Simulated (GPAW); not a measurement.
# CdTe (F-43m) in GPAW: notebook

Aim: see how the results for CdTe move with the level of theory and the settings. Levels: LDA, PBE, rSCAN. Tasks: equation of state, band structure.

Everything below comes from runs of GPAW 26.7.0. Logs are shortened: lines on timing, memory, paths and dates and some standing lists are left out, and cuts for length are marked. The log counts tension as positive stress, the text compression.

**The experiment to reproduce.**

“Multiscale insight into the Cd1-xZnxTe vibrational-mechanical properties -- High-pressure experiments and ab initio calculations”, 2023, arxiv:2306.14539 quotes, for a powder of CdTe: bulk modulus 42 ± 2 GPa.

A printed reference work, data compilation reports, for a bulk crystal of CdTe at 0 K: band gap 1.607 eV.

The runs below are set against these values where they give the same quantity.

## (1) The structure

It takes space group F-43m (No. 216, cubic). The conventional cell has a = 6.410 Å, b = 6.410 Å, c = 6.410 Å, α = 90.00°, β = 90.00°, γ = 90.00°. Te (site symmetry -43m) has 4 Cd at 2.78 Å as nearest neighbours. Cd (site symmetry -43m) has 4 Te at 2.78 Å as nearest neighbours.

## (2) Equation of state, LDA

Contents of run.py:

```python
from ase.eos import EquationOfState
from ase.io import Trajectory, read
from ase.units import GPa
from gpaw import GPAW, PW, setup_paths

setup_paths.insert(0, '.')

atoms = read('CdTe.xyz')

traj = Trajectory('eos.traj', 'w')
volumes, energies = [], []
for x in [0.94, 0.96, 0.98, 1.0, 1.02, 1.04, 1.06]:
    a = atoms.copy()
    a.set_cell(atoms.cell * x**(1 / 3), scale_atoms=True)
    calc = GPAW(mode=PW(600),
                xc='LDA',
                kpts={'size': (6, 6, 6), 'gamma': True},
                occupations={'name': 'fermi-dirac', 'width': 0.05},
                nbands=18,
                convergence={'density': 1e-05, 'energy': 1e-05},
                maxiter=150,
                txt=f'eos-{x:.2f}.txt')
    a.calc = calc
    energies.append(a.get_potential_energy(force_consistent=True))
    volumes.append(a.get_volume())
    p = -a.get_stress()[:3].mean() / GPa
    calc.write(f'eos-{x:.2f}.gpw')
    traj.write(a)
    print(f'{x:.2f} {volumes[-1]:10.4f} A^3 {energies[-1]:14.6f} eV {p:9.3f} GPa', flush=True)

v0, e0, B = EquationOfState(volumes, energies, eos='birchmurnaghan').fit()
print(f'V0 = {v0:.4f} A^3, E0 = {e0:.6f} eV, B0 = {B / GPa:.2f} GPa')
```

Contents of CdTe.xyz:

```xyz
2
Lattice="0.0000000000 3.2050000000 3.2050000000 3.2050000000 0.0000000000 3.2050000000 3.2050000000 3.2050000000 0.0000000000" Properties=species:S:1:pos:R:3 pbc="T T T"
Te     4.8075000000      4.8075000000      4.8075000000
Cd     0.0000000000      0.0000000000      0.0000000000
```

Potentials or basis: PAW data sets generated in the run's folder for this functional, pw.

The run is started by

```
> gpaw-setup -f LDA Cd Te
> OMP_NUM_THREADS=1 python run.py
```

The program printed:

```text
__  _  _
 | _ |_)|_||  |
 |__||  | ||/\| - 26.7.0

Input parameters:
  mode=PW(ecut=600.0),
  convergence={'density': 1e-05, 'energy': 1e-05},
  kpts=MonkhorstPack(size=(6, 6, 6), gamma=True),
  maxiter=150,
  nbands=18,
  occupations=Occupations(name='fermi-dirac', width=0.05),
  xc=XC(name='LDA')

Diagonalizing LCAO Hamiltonian
Converting LCAO to pw mode

                     Te

       Cd

Atoms  # Å, Bohr magnetons
|   | symbol |        x |        y |        z |    initial magnetic moments |
|---|--------|----------|----------|----------|-----------------------------|
| 0 |     Te | 4.742526 | 4.742526 | 4.742526 | ( 0.0000,  0.0000,  0.0000) |
| 1 |     Cd | 0.000000 | 0.000000 | 0.000000 | ( 0.0000,  0.0000,  0.0000) |

Unit cell  # Å
| periodic |        x |        y |        z |  lengths |    angles |
|----------|----------|----------|----------|----------|-----------|
|      yes | 0.000000 | 3.161684 | 3.161684 | 4.471296 | 60.000000 |
|      yes | 3.161684 | 0.000000 | 3.161684 | 4.471296 | 60.000000 |
|      yes | 3.161684 | 3.161684 | 0.000000 | 4.471296 | 60.000000 |

Number of symmetries: 24
Symmetry operations  # r_c * U_cc + t_c -> r_c
|    | kind |            matrix            |
|----|------|------------------------------|
|  0 |  E   |  1, 0, 0,  0, 1, 0,  0, 0, 1 |
|  1 |  σ   |  1, 0, 0,  0, 0, 1,  0, 1, 0 |
|  2 |  σ   |  1, 0,-1,  0, 1,-1,  0, 0,-1 |
|  3 |  C3  |  1, 0,-1,  0, 0,-1,  0, 1,-1 |
|  4 |  C3  |  1,-1, 0,  0,-1, 1,  0,-1, 0 |
|  5 |  σ   |  1,-1, 0,  0,-1, 0,  0,-1, 1 |
|  6 |  σ   |  0, 1, 0,  1, 0, 0,  0, 0, 1 |
|  7 |  C3  |  0, 1, 0,  0, 0, 1,  1, 0, 0 |
|  8 |  C2  |  0, 1,-1,  1, 0,-1,  0, 0,-1 |
|  9 |  S4  |  0, 1,-1,  0, 0,-1,  1, 0,-1 |
| 10 |  C3  |  0, 0, 1,  1, 0, 0,  0, 1, 0 |
| 11 |  σ   |  0, 0, 1,  0, 1, 0,  1, 0, 0 |
| 12 |  S4  |  0, 0,-1,  1, 0,-1,  0, 1,-1 |
| 13 |  C3  |  0, 0,-1,  0, 1,-1,  1, 0,-1 |
| 14 |  S4  |  0,-1, 1,  1,-1, 0,  0,-1, 0 |
| 15 |  C2  |  0,-1, 1,  0,-1, 0,  1,-1, 0 |
| 16 |  C3  |  0,-1, 0,  1,-1, 0,  0,-1, 1 |
| 17 |  S4  |  0,-1, 0,  0,-1, 1,  1,-1, 0 |
| 18 |  S4  | -1, 1, 0, -1, 0, 1, -1, 0, 0 |
| 19 |  C3  | -1, 1, 0, -1, 0, 0, -1, 0, 1 |
| 20 |  C3  | -1, 0, 1, -1, 1, 0, -1, 0, 0 |
| 21 |  S4  | -1, 0, 1, -1, 0, 0, -1, 1, 0 |
| 22 |  σ   | -1, 0, 0, -1, 1, 0, -1, 0, 1 |
| 23 |  C2  | -1, 0, 0, -1, 0, 1, -1, 1, 0 |

BZ-sampling:
  Number of BZ points: 216
  Number of IBZ points: 16

  Monkhorst-Pack size: [6, 6, 6]
  Monkhorst-Pack shift: [0.08333333333333333, 0.08333333333333333, 0.08333333333333333]

K-points  # in reciprocal-cell coordinates
|     |                                coordinates |     weight |
|-----|--------------------------------------------|------------|
|   0 | (  0.00000000,   0.00000000,   0.00000000) | 0.00462963 |
|   1 | (  0.16666667,   0.16666667,   0.00000000) | 0.02777778 |
|   2 | (  0.16666667,   0.16666667,   0.16666667) | 0.03703704 |
|   3 | (  0.33333333,   0.16666667,   0.16666667) | 0.05555556 |
|   4 | (  0.33333333,   0.33333333,  -0.33333333) | 0.05555556 |
|   5 | (  0.33333333,   0.33333333,   0.00000000) | 0.02777778 |
|   6 | (  0.33333333,   0.33333333,   0.16666667) | 0.11111111 |
|   7 | (  0.33333333,   0.33333333,   0.33333333) | 0.03703704 |
|   8 | (  0.50000000,   0.33333333,  -0.33333333) | 0.11111111 |
|   9 | (  0.50000000,   0.33333333,  -0.16666667) | 0.05555556 |
| ... |                                            |            |
|  15 | (  0.50000000,   0.50000000,   0.50000000) | 0.01851852 |

Plane wave coefficients: 2126
Cutoff: 600.0 eV

Spin-components: 1 (collinear spins)
Bands:           18
Projectors:      11
Spin-degeneracy: 2
Datatype:        complex128

Parallelization:
  kpt:    1
  domain: 1
  band:   1

Density:
  Valence electrons: 18.0
  Components: 1
  Grid points: [27 27 27]
  Charge: 0.0  # |e|

Potential:
  Grid points: [27 27 27]

species:
  Te:
    name:    Tellurium
    Z:       52.0
    valence: 6
    core:    46
    charge:  0.0  # [|e|]
    compensation charges:
      type: gauss
      rc: 0.36  # [Å]
      lmax: 2
    cutoffs:
      filter: 2.09  # [Å]
      core: 3.17  # [Å]
    projectors
    | kind |    occ | energy [eV] | rcut [Å] |
    |------|--------|-------------|----------|
    |   5s |  2.000 |     -15.337 |    1.180 |
    |   5p |  4.000 |      -6.113 |    1.196 |
    |    s |        |      11.875 |    1.180 |
    |    p |        |      21.098 |    1.196 |
    |    d |        |       0.000 |    1.238 |

    Using partial waves for Te as LCAO basis

  Cd:
    name:    Cadmium
    Z:       48.0
    valence: 12
    core:    36
    charge:  0.0  # [|e|]
    compensation charges:
      type: gauss
      rc: 0.38  # [Å]
      lmax: 2
    cutoffs:
      filter: 2.12  # [Å]
      core: 2.62  # [Å]
    projectors
    | kind |    occ | energy [eV] | rcut [Å] |
    |------|--------|-------------|----------|
    |   5s |  2.000 |      -5.950 |    1.191 |
    |   5p |  0.000 |      -1.328 |    1.228 |
    |   4d | 10.000 |     -11.904 |    1.164 |
    |    s |        |      21.261 |    1.191 |
    |    p |        |      25.883 |    1.228 |
    |    d |        |      15.307 |    1.164 |

    Using partial waves for Cd as LCAO basis

Reference energy: -336673.462795  # eV

eigensolver:
  PPCG
  Converge bands: occupied
  niter=2

density mixing:
  MSR1-Mixer
  Pratt-step length: 0.05
  Maximum mixing coefficient: 0.75
  Old densities: 10
  SVD Regularization: 0.005
  Good broyden scale: 1.0
  Trust region scale: 1.0
  Backstep threshold: 4.0
  History deletion threshold: 6.0
  Fourier metric: weight=20.0, sigma=0.015

occupation numbers:
  Fermi-Dirac:
    width: 0.0500  # eV

poisson solver:
  ecut: 4800.0  # eV

xc functional:
  name: None

convergence criteria:
[... 6 lines left out ...]
|iter     | |      energy | eigst |  dens |
|---------|-|-------------|-------|-------|
|iter:   1| |   -6.556860 | -0.26 |       |
|iter:   2| |   -6.513167 | -2.34 | -1.28 |
|iter:   3| |   -6.335884 | -1.78 | -1.32 |
|iter:   4| |   -6.330352 | -3.45 | -1.78 |
|iter:   5| |   -6.329210 | -3.84 | -2.24 |
|iter:   6| |   -6.329203 | -5.58 | -3.00 |
|iter:   7| |   -6.329203c| -7.06 | -3.64 |
|iter:   8| |   -6.329203c| -7.70c| -4.36 |
|iter:   9| |   -6.329203c| -8.35c| -5.52c|

Converged in 9 steps
Energy contributions relative to reference atoms: (reference = -336673.462795)

Energy contributions:
  Kinetic:          21.011557
  Coulomb:         -18.744367
  Zero:              0.205113
  External:          0.000000
  Xc:               -8.801501
  Entropy:          -0.000009
  Spinorbit:         0.000000
  ----------------------------
  Free energy:      -6.329208
  Extrapolated:     -6.329203

dipole moment: (-16.313267, -16.313267, -16.313267)  # |e|*Ang

Fermi level: 4.630
Eigenvalues  # (at kpt = [0.000, 0.000, 0.000])
| band index |      eig [eV] | occ [0-2] |
|------------|---------------|-----------|
|          0 |        -7.480 |     2.000 |
|          1 |        -4.284 |     2.000 |
|          2 |        -4.284 |     2.000 |
|          3 |        -4.284 |     2.000 |
|          4 |        -3.959 |     2.000 |
|          5 |        -3.959 |     2.000 |
|          6 |         4.234 |     1.999 |
|          7 |         4.234 |     1.999 |
|          8 |         4.234 |     1.999 |
|          9 |         4.969 |     0.002 |
|         10 |         8.691 |     0.000 |
|         11 |         8.691 |     0.000 |
|         12 |         8.691 |     0.000 |
|         13 |        11.542 |     0.000 |
|         14 |        13.896 |     0.000 |
|         15 |        13.896 |     0.000 |
|         16 |        14.193 |     0.000 |
|         17 |        14.193 |     0.000 |

Gap: 0.734 eV
Transition (v -> c):
  (s=0, k=0, n=8, [0.00, 0.00, 0.00]) -> (s=0, k=0, n=9, [0.00, 0.00, 0.00])
No difference between direct/indirect transitions

Stress tensor  # eV/Ang^3
|         x |         y |         z |
|-----------|-----------|-----------|
| -0.009864 |  0.000000 |  0.000000 |
|  0.000000 | -0.009864 |  0.000000 |
|  0.000000 |  0.000000 | -0.009864 |

# Writing to eos-0.96.gpw (mode='')
```

Wall time 91 s (1 thread of Arm Neoverse V1, shared host); peak memory 0.25 GiB.

Results:

```yaml
Equilibrium_volume: 32.62 Å³/atom
Bulk_modulus: 47 GPa
Pressure_derivative_of_the_bulk_modulus: 4.8
```

Energy against volume, from the lowest point:
| volume (Å³/atom) | energy (meV/atom) |
| --- | --- |
| 30.947 | 13.46 |
| 31.605 | 4.49 |
| 32.263 | 0.17 |
| 32.922 | 0.00 |
| 33.580 | 3.51 |
| 34.239 | 10.31 |
| 34.897 | 20.01 |

## (3) Band structure, PBE

Contents of run.py:

```python
import spglib
from ase import Atoms
from ase.dft.bandgap import bandgap
from ase.io import read, write
from ase.units import GPa
from gpaw import GPAW, PW, setup_paths

setup_paths.insert(0, '.')

atoms = read('CdTe.cif')
cell, positions, numbers = spglib.find_primitive(
    (atoms.cell[:], atoms.get_scaled_positions(), atoms.numbers), symprec=1e-4)
atoms = Atoms(numbers, cell=cell, scaled_positions=positions, pbc=True)

calc = GPAW(mode=PW(600),
            xc='PBE',
            kpts={'size': (6, 6, 6), 'gamma': True},
            occupations={'name': 'fermi-dirac', 'width': 0.05},
            nbands=18,
            convergence={'density': 1e-05, 'energy': 1e-05},
            maxiter=150,
            txt='gpaw.txt')
atoms.calc = calc
energy = atoms.get_potential_energy()
forces = atoms.get_forces()
stress = atoms.get_stress()
calc.write('gs.gpw')
write('result.traj', atoms)
print(f'Energy: {energy:.6f} eV')
print('Forces (eV/A):')
print(forces.round(4))
print('Stress (GPa):', (stress / GPa).round(3))
print('Fermi level:', round(calc.get_fermi_level(), 4), 'eV')
print(f'Gap: {bandgap(calc)[0]:.4f} eV, direct: {bandgap(calc, direct=True)[0]:.4f} eV')

path = atoms.cell.bandpath('GXWKGLUWLK,UX', npoints=100, eps=1e-4)
bs_calc = calc.fixed_density(kpts=path, symmetry='off', nbands=31,
                             convergence={'bands': 'CBM+6.0', 'eigenstates': 1e-6}, txt='bands.txt')
bs = bs_calc.band_structure()
bs.write('bs.json')
print(f'Gap on the path: {bandgap(bs_calc)[0]:.4f} eV')
```

Contents of CdTe.cif:

```cif
data_CdTe
_cell_length_a 6.41000000
_cell_length_b 6.41000000
_cell_length_c 6.41000000
_cell_angle_alpha 90.00000000
_cell_angle_beta 90.00000000
_cell_angle_gamma 90.00000000
_space_group_name_H-M_alt 'F-43m'
_space_group_name_Hall 'F -4 2 3'
_space_group_IT_number 216
loop_
_space_group_symop_operation_xyz
'x,y,z'
'y,-x,-z'
'-x,-y,z'
'-y,x,-z'
'x,-y,-z'
'y,x,z'
'-x,y,-z'
'-y,-x,z'
'z,x,y'
'-z,y,-x'
'z,-x,-y'
'-z,-y,x'
'-z,x,-y'
'z,y,x'
'-z,-x,y'
'z,-y,-x'
'y,z,x'
'-x,-z,y'
'-y,z,-x'
'x,-z,-y'
'-y,-z,x'
'x,z,y'
'y,-z,-x'
'-x,z,-y'
'x,y+1/2,z+1/2'
'y,-x+1/2,-z+1/2'
'-x,-y+1/2,z+1/2'
'-y,x+1/2,-z+1/2'
'x,-y+1/2,-z+1/2'
'y,x+1/2,z+1/2'
'-x,y+1/2,-z+1/2'
'-y,-x+1/2,z+1/2'
'z,x+1/2,y+1/2'
'-z,y+1/2,-x+1/2'
'z,-x+1/2,-y+1/2'
'-z,-y+1/2,x+1/2'
'-z,x+1/2,-y+1/2'
'z,y+1/2,x+1/2'
'-z,-x+1/2,y+1/2'
'z,-y+1/2,-x+1/2'
'y,z+1/2,x+1/2'
'-x,-z+1/2,y+1/2'
'-y,z+1/2,-x+1/2'
'x,-z+1/2,-y+1/2'
'-y,-z+1/2,x+1/2'
'x,z+1/2,y+1/2'
'y,-z+1/2,-x+1/2'
'-x,z+1/2,-y+1/2'
'x+1/2,y,z+1/2'
'y+1/2,-x,-z+1/2'
'-x+1/2,-y,z+1/2'
'-y+1/2,x,-z+1/2'
'x+1/2,-y,-z+1/2'
'y+1/2,x,z+1/2'
'-x+1/2,y,-z+1/2'
'-y+1/2,-x,z+1/2'
'z+1/2,x,y+1/2'
'-z+1/2,y,-x+1/2'
'z+1/2,-x,-y+1/2'
'-z+1/2,-y,x+1/2'
'-z+1/2,x,-y+1/2'
'z+1/2,y,x+1/2'
'-z+1/2,-x,y+1/2'
'z+1/2,-y,-x+1/2'
'y+1/2,z,x+1/2'
'-x+1/2,-z,y+1/2'
'-y+1/2,z,-x+1/2'
'x+1/2,-z,-y+1/2'
'-y+1/2,-z,x+1/2'
'x+1/2,z,y+1/2'
'y+1/2,-z,-x+1/2'
'-x+1/2,z,-y+1/2'
'x+1/2,y+1/2,z'
'y+1/2,-x+1/2,-z'
'-x+1/2,-y+1/2,z'
'-y+1/2,x+1/2,-z'
'x+1/2,-y+1/2,-z'
'y+1/2,x+1/2,z'
'-x+1/2,y+1/2,-z'
'-y+1/2,-x+1/2,z'
'z+1/2,x+1/2,y'
'-z+1/2,y+1/2,-x'
'z+1/2,-x+1/2,-y'
'-z+1/2,-y+1/2,x'
'-z+1/2,x+1/2,-y'
'z+1/2,y+1/2,x'
'-z+1/2,-x+1/2,y'
'z+1/2,-y+1/2,-x'
'y+1/2,z+1/2,x'
'-x+1/2,-z+1/2,y'
'-y+1/2,z+1/2,-x'
'x+1/2,-z+1/2,-y'
'-y+1/2,-z+1/2,x'
'x+1/2,z+1/2,y'
'y+1/2,-z+1/2,-x'
'-x+1/2,z+1/2,-y'
loop_
_atom_site_label
_atom_site_type_symbol
_atom_site_symmetry_multiplicity
_atom_site_Wyckoff_symbol
_atom_site_fract_x
_atom_site_fract_y
_atom_site_fract_z
_atom_site_occupancy
Te1 Te 4 c 0.2500000000 0.2500000000 0.2500000000 1
Cd1 Cd 4 a 0.0000000000 0.0000000000 0.0000000000 1
```

Potentials or basis: PAW data sets generated in the run's folder for this functional, pw.

The run is started by

```
> gpaw-setup -f PBE Cd Te
> OMP_NUM_THREADS=1 python run.py
```

Wall time 93 s (1 thread of Arm Neoverse V1, shared host); peak memory 0.34 GiB.

Results (log left out):

```
Free energy             : -5.0046 eV
Pressure                : 3.8 GPa
Band gap on the k mesh  : 0.87 eV, direct
Band gap along the path : 0.87 eV, direct
```

Levels at the corners of the path, in eV from the valence-band top:
| point | band 6 | band 7 | band 8 | band 9 | band 10 | band 11 | band 12 | band 13 |
| --- | --- | --- | --- | --- | --- | --- | --- | --- |
| Γ | -8.07 | 0.00 | 0.00 | 0.00 | 0.87 | 4.57 | 4.57 | 4.57 |
| X | -7.54 | -4.47 | -1.99 | -1.99 | 2.54 | 2.67 | 9.01 | 9.30 |
| W | -7.45 | -4.35 | -2.46 | -2.35 | 4.37 | 4.68 | 5.59 | 6.30 |
| K | -7.49 | -4.38 | -2.71 | -1.65 | 2.88 | 4.57 | 7.41 | 7.54 |
| Γ | -8.07 | 0.00 | 0.00 | 0.00 | 0.87 | 4.57 | 4.57 | 4.57 |
| L | -7.69 | -4.62 | -0.83 | -0.83 | 1.85 | 5.18 | 5.18 | 7.09 |
| U | -7.49 | -4.38 | -2.71 | -1.65 | 2.88 | 4.57 | 7.41 | 7.54 |
| W | -7.45 | -4.35 | -2.46 | -2.35 | 4.37 | 4.68 | 5.59 | 6.30 |
| L | -7.69 | -4.62 | -0.83 | -0.83 | 1.85 | 5.18 | 5.18 | 7.09 |
| K | -7.49 | -4.38 | -2.71 | -1.65 | 2.88 | 4.57 | 7.41 | 7.54 |
| U | -7.49 | -4.38 | -2.71 | -1.65 | 2.88 | 4.57 | 7.41 | 7.54 |
| X | -7.54 | -4.47 | -1.99 | -1.99 | 2.54 | 2.67 | 9.01 | 9.30 |

Caveat: spin-orbit coupling is left out, which moves the levels of the heavy elements.

(Continued in part 2 of 2.)
